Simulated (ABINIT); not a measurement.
Runs of ABINIT 10.8.3 (patched build) on BN. The structure is hexagonal, space group P6_3mc (No. 186). The conventional cell has a = 2.554 Å, b = 2.554 Å, c = 4.227 Å, α = 90.00°, β = 90.00°, γ = 120.00°. N (site symmetry 3m) is surrounded by 4 B at 1.57 to 1.58 Å. Around B (site symmetry 3m) lie 4 N at 1.57 to 1.58 Å. Measurements of this composition are mostly on another form, of space group No. 194.

```tsv
task	level	potentials or basis	k mesh	cutoff (eV)	fine-grid cutoff	gap on the mesh (eV)	pressure (GPa)	largest force (eV/Å)
band structure	TB-mBJ	JTH PAW LDA v2.0	12 × 12 × 6	844	1442.2 eV	(a)	-	-
band structure	PBEsol	JTH PAW PBE v2.0	12 × 12 × 6	707	1306.15 eV	4.96	-5.7	0.01
single point	PBE	JTH PAW PBE v2.0	12 × 12 × 6	707	1306.15 eV	(c)	-0.1	0.02
single point	PBE	PseudoDojo NC SR PBE v0.4.1 standard	9 × 9 × 4	952	-	5.27	(b)	0.02
```

Alike in all rows: no spin polarisation; cell as given; smearing fermi-dirac 0.05 eV.

Estimate the missing entries.

(a) 6.83; (b) -1.6; (c) 5.19.

Caveats: the PAW data sets were made with another functional, which shifts forces and pressure a little (some runs); the constant c of TB-mBJ comes from the pseudo density here, which moves gaps by up to 0.3 eV between sets of potentials (some runs); an odd mesh through Γ misses points on the zone boundary, where band edges often lie (some runs).

Not every run made on this cell is shown here.
